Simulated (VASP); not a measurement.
# CdS (F-43m) in VASP: notebook, part 2 of 3

VASP 6.6.1. Earlier steps stand in the parts before.

## Step 3: Relaxation of cell and atoms, PBE

This run uses another cell than the first one, of 21.55 Å³/atom, 0.828 times its volume.

INCAR

```
SYSTEM = CdS
ALGO     = Normal         ! electronic algorithm
EDIFF    = 1E-6           ! SCF threshold, eV
EDIFFG   = -0.005         ! ionic threshold
ENCUT    = 600            ! plane-wave cutoff, eV
GGA      = PE             ! functional
IBRION   = 2              ! ionic algorithm
ISIF     = 3              ! what is computed and relaxed
ISMEAR   = -1             ! smearing method
LASPH    = .TRUE.         ! aspherical terms in the spheres
LCHARG   = .FALSE.        ! write CHGCAR
LREAL    = .FALSE.        ! projectors in reciprocal space
LWAVE    = .FALSE.        ! write WAVECAR
NELM     = 100            ! most SCF steps
NSW      = 80             ! ionic steps
PREC     = Accurate       ! precision mode
SIGMA    = 0.02           ! smearing width, eV
```

KPOINTS

```
k-points
0
G
  8 8 8
  0 0 0
```

POSCAR

```
CdS
1.0
    0.0000000000      2.7827128274      2.7827128274
    2.7827128274      0.0000000000      2.7827128274
    2.7827128274      2.7827128274      0.0000000000
Cd S
1 1
Direct
    0.0000000000      0.0000000000      0.0000000000
    0.2500000000      0.2500000000      0.2500000000
```

Potentials or basis: VASP PAW PBE potentials, release 64 (Cd, S).

Launch:

```sh
$ cat potpaw_PBE.64/Cd/POTCAR potpaw_PBE.64/S/POTCAR > POTCAR
$ mpirun -np 1 vasp_std > vasp.out
```

OUTCAR:

```text
SYSTEM = CdS
   EDIFF = 1E-6
   EDIFFG = -0.005
   ENCUT = 600
   GGA = PE
   IBRION = 2
   ISIF = 3
   ISMEAR = -1
   LASPH = .TRUE.
   LREAL = .FALSE.
   NELM = 100
   NSW = 80
   PREC = Accurate

 ion  position               nearest neighbor table
   1  0.000  0.000  0.000-   2 2.41   2 2.41   2 2.41   2 2.41
   2  0.250  0.250  0.250-   1 2.41   1 2.41   1 2.41   1 2.41

  LATTYP: Found a face centered cubic cell.
 ALAT       =     5.5654256548

  Lattice vectors:

 A1 = (   0.0000000000,   2.7827128274,   2.7827128274)
 A2 = (   2.7827128274,   0.0000000000,   2.7827128274)
 A3 = (   2.7827128274,   2.7827128274,   0.0000000000)

Analysis of symmetry for initial positions (statically):
=====================================================================
 Subroutine PRICEL returns:
 Original cell was already a primitive cell.

 Routine SETGRP: Setting up the symmetry group for a
 face centered cubic supercell.

 Subroutine GETGRP returns: Found 24 space group operations
 (whereof 24 operations were pure point group operations)
 out of a pool of 48 trial point group operations.

The static configuration has the point symmetry T_d .

Analysis of symmetry for dynamics (positions and initial velocities):
=====================================================================
 Subroutine PRICEL returns:
 Original cell was already a primitive cell.

 Routine SETGRP: Setting up the symmetry group for a
 face centered cubic supercell.

 Subroutine GETGRP returns: Found 24 space group operations
 (whereof 24 operations were pure point group operations)
 out of a pool of 48 trial point group operations.

The dynamic configuration has the point symmetry T_d .

 Subroutine INISYM returns: Found 24 space group operations
 (whereof 24 operations are pure point group operations),
 and found     1 'primitive' translations

----------------------------------------------------------------------------------------

                                     Primitive cell

[... 134 lines left out ...]
  ext. energy  EPLUGINS =         0.00000000
  ---------------------------------------------------
  free energy    TOTEN  =        -5.75705113 eV

  energy without entropy =       -5.75705113  energy(sigma->0) =       -5.75705113

------------------------ aborting loop because EDIFF is reached ----------------------------------------

  FORCE on cell =-STRESS in cart. coord.  units (eV):
  Direction    XX          YY          ZZ          XY          YZ          ZX
  --------------------------------------------------------------------------------------
  -------------------------------------------------------------------------------------
  Total        4.3416063      4.3416063      4.3416063      0.0000000      0.0000000      0.0000000
  in kB      161.4082954    161.4082954    161.4082954      0.0000000      0.0000000      0.0000000
  external PRESSURE =     161.4082954 kB  Pullay stress =       0.0000000 kB
[... 167 lines left out ...]
--------------------------------------- Ionic step        6  -------------------------------------------

 number of electron      18.0000000 magnetization

 Free energy of the ion-electron system (eV)
  ---------------------------------------------------
  ext. energy  EPLUGINS =         0.00000000
  ---------------------------------------------------
  free energy    TOTEN  =        -6.14475920 eV

  energy without entropy =       -6.14475920  energy(sigma->0) =       -6.14475920

 E-fermi :   1.3142     XC(G=0):  -8.9026

 val. band max:        0.8733484888   @ k =   0.0000   0.0000   0.0000
 cond. band min:       1.9045348309   @ k =   0.0000   0.0000   0.0000
 fundamental gap:      1.0311863421
 Fermi energy:         1.3142240956

 k-point     1 :       0.0000    0.0000    0.0000
  band No.  band energies     occupation
      1     -11.1841      2.00000
      2      -6.6786      2.00000
      3      -6.6786      2.00000
      4      -6.6786      2.00000
      5      -6.2681      2.00000
      6      -6.2681      2.00000
      7       0.8733      2.00000
      8       0.8733      2.00000
      9       0.8733      2.00000
     10       1.9045      0.00000
     11       7.4239      0.00000
     12       7.4239      0.00000
     13       7.4239      0.00000
[... 354 lines left out ...]
  band No.  band energies     occupation
      1     -10.7495      2.00000
      2      -6.5354      2.00000
      3      -6.5037      2.00000
      4      -6.2881      2.00000
      5      -6.2447      2.00000
      6      -5.8343      2.00000
      7      -2.9577      2.00000
      8      -0.8993      2.00000
      9      -0.2289      2.00000
     10       5.0974      0.00000
     11       6.7202      0.00000
     12       7.9928      0.00000
     13       9.1396      0.00000

 [... further k-points ...]

------------------------ aborting loop because EDIFF is reached ----------------------------------------

  FORCE on cell =-STRESS in cart. coord.  units (eV):
  Direction    XX          YY          ZZ          XY          YZ          ZX
  --------------------------------------------------------------------------------------
  -------------------------------------------------------------------------------------
  Total        0.0013121      0.0013121      0.0013121      0.0000000      0.0000000     -0.0000000
  in kB        0.0401714      0.0401714      0.0401714      0.0000000      0.0000000     -0.0000000
  external PRESSURE =       0.0401714 kB  Pullay stress =       0.0000000 kB
[... 17 lines left out ...]
  FREE ENERGIE OF THE ION-ELECTRON SYSTEM (eV)
  ---------------------------------------------------
  free  energy   TOTEN  =        -6.1447592048 eV

  energy  without entropy=       -6.1447592048  energy(sigma->0) =       -6.14475920

 reached required accuracy - stopping structural energy minimisation
```

OSZICAR:

```text
N       E                     dE             d eps       ncg     rms          rms(c)
DAV:   1     0.120637776273E+03    0.12064E+03   -0.10347E+04   770   0.146E+03
DAV:   2    -0.118993888055E+01   -0.12183E+03   -0.11652E+03   849   0.317E+02
DAV:   3    -0.626563267702E+01   -0.50757E+01   -0.50593E+01   929   0.672E+01
DAV:   4    -0.630277114623E+01   -0.37138E-01   -0.37132E-01   824   0.575E+00
[... 49 lines left out ...]
       N       E                     dE             d eps       ncg     rms          rms(c)
DAV:   1    -0.614478225316E+01   -0.24790E-04   -0.46417E-04   794   0.291E-01    0.370E-02
DAV:   2    -0.614476260530E+01    0.19648E-04   -0.51880E-05   829   0.116E-01    0.137E-02
DAV:   3    -0.614476017726E+01    0.24280E-05   -0.60891E-06   754   0.295E-02    0.111E-02
DAV:   4    -0.614475920480E+01    0.97247E-06   -0.29122E-07   377   0.625E-03
   6 F= -.61447592E+01 E0= -.61447592E+01  d E =-.489492E-04
```

Run time: 28 s. Hardware: 1 thread of Intel Xeon 6975P-C (Granite Rapids), shared host; peak memory 0.18 GiB.

Results:

| Item | Value |
| --- | --- |
| Free energy | -6.1448 eV |
| Relaxed volume | 26.16 Å³/atom |
| Relaxed cell | a = 4.198 Å, b = 4.198 Å, c = 4.198 Å, α = 60.00°, β = 60.00°, γ = 60.00° |
| Space group after relaxing (to 0.05 Å) | F-43m (No. 216) |
| Energy gained by relaxing | 193.9 meV/atom |
| Ionic steps | 6 |
| Pressure after relaxing | 0.0 GPa |
| Band gap on the k mesh | 1.03 eV, direct |

The path:
| step | energy change (eV) | largest force (eV/Å) | pressure (GPa) | volume (Å³) |
| --- | --- | --- | --- | --- |
| 1 | 0.0000 | 0.0000 | 16.14 | 43.10 |
| 2 | -0.3003 | 0.0000 | -4.39 | 58.10 |
| 3 | -0.3877 | 0.0000 | 0.09 | 52.25 |
| 4 | -0.3877 | 0.0000 | -0.12 | 52.45 |
| 5 | -0.3877 | 0.0000 | 0.03 | 52.31 |
| 6 | -0.3877 | 0.0000 | 0.00 | 52.33 |

Final structure:
```
CELL_PARAMETERS angstrom
0.00000 2.96875 2.96875
2.96875 0.00000 2.96875
2.96875 2.96875 0.00000
ATOMIC_POSITIONS crystal
Cd 0.00000 0.00000 0.00000
S 0.25000 0.25000 0.25000
```

Levels at points of the mesh, in eV from the valence-band top:
```
           k point  band 6  band 7  band 8  band 9  band 10  band 11  band 12  band 13
(0.00, 0.00, 0.00)   -7.14    0.00    0.00    0.00     1.03     6.55     6.55     6.55
(0.50, 0.00, 0.00)   -6.81   -4.09   -0.68   -0.68     2.93     7.00     7.00     7.31
(0.50, 0.50, 0.00)   -6.75   -3.72   -1.70   -1.70     3.64     4.27     9.01    10.46
```

Caveat: the volume moved by over 15 % at a fixed basis, so the end points are rough. A hybrid or GW would open this gap; PBE tends to underestimate it.

## Step 4: Single point, HSE06

This run uses another cell than the first one, of 25.39 Å³/atom, 0.976 times its volume.

POSCAR

```
CdS
1.0
    0.0000000000      2.9392146858      2.9392146858
    2.9392146858      0.0000000000      2.9392146858
    2.9392146858      2.9392146858      0.0000000000
Cd S
1 1
Direct
    0.0000000000      0.0000000000      0.0000000000
    0.2500000000      0.2500000000      0.2500000000
```

INCAR.step1

```
ALGO     = Normal         # electronic algorithm
EDIFF    = 1E-5           # SCF threshold, eV
ENCUT    = 520            # plane-wave cutoff, eV
GGA      = PE             # functional
ISIF     = 2              # what is computed and relaxed
ISMEAR   = 0              # smearing method
LASPH    = T              # aspherical terms in the spheres
LCHARG   = F              # write CHGCAR
LREAL    = F              # projectors in reciprocal space
LWAVE    = T              # write WAVECAR
NBANDS   = 16             # bands
NELM     = 100            # most SCF steps
PREC     = Accurate       # precision mode
SIGMA    = 0.01           # smearing width, eV
```

INCAR.step2

```
ALGO     = Normal         # electronic algorithm
EDIFF    = 1E-6           # SCF threshold, eV
ENCUT    = 520            # plane-wave cutoff, eV
GGA      = PE             # functional
HFSCREEN = 0.2079         # screening, 1/A
ISIF     = 2              # what is computed and relaxed
ISMEAR   = 0              # smearing method
ISTART   = 1            
LASPH    = T              # aspherical terms in the spheres
LCHARG   = F              # write CHGCAR
LHFCALC  = T              # exact exchange
LREAL    = F              # projectors in reciprocal space
LWAVE    = F              # write WAVECAR
NBANDS   = 16             # bands
NELM     = 100            # most SCF steps
PREC     = Accurate       # precision mode
PRECFOCK = Normal       
SIGMA    = 0.01           # smearing width, eV
```

KPOINTS

```
k-points
0
Gamma
  6 6 6
```

Launch:

```sh
$ cat potpaw_PBE.64/Cd/POTCAR potpaw_PBE.64/S/POTCAR > POTCAR
$ cp INCAR.step1 INCAR
$ mpirun -np 1 vasp_std > vasp.out
$ cp INCAR.step2 INCAR
$ mpirun -np 1 vasp_std > vasp.out
```

Wall time 17 min (1 thread of Intel Xeon 6975P-C (Granite Rapids), shared host); peak memory 0.3 GiB.

The run converged. Its results:

| Property | Result |
| --- | --- |
| Free energy | -7.6204 eV |
| Pressure | 0.5 GPa |
| Band gap on the k mesh | 2.11 eV, direct |

Levels at points of the mesh, in eV from the valence-band top:
```
           k point  band 7  band 8  band 9  band 10  band 11  band 12
(0.00, 0.00, 0.00)    0.00    0.00    0.00     2.11     7.71     7.71
(0.50, 0.00, 0.00)   -4.54   -0.77   -0.77     4.07     8.15     8.15
(0.50, 0.50, 0.00)   -4.11   -1.93   -1.93     4.48     5.44    10.43
```

Caveat: the PAW data sets were made with another functional, which shifts forces and pressure a little.

(Part 2 of 3 ends here.)
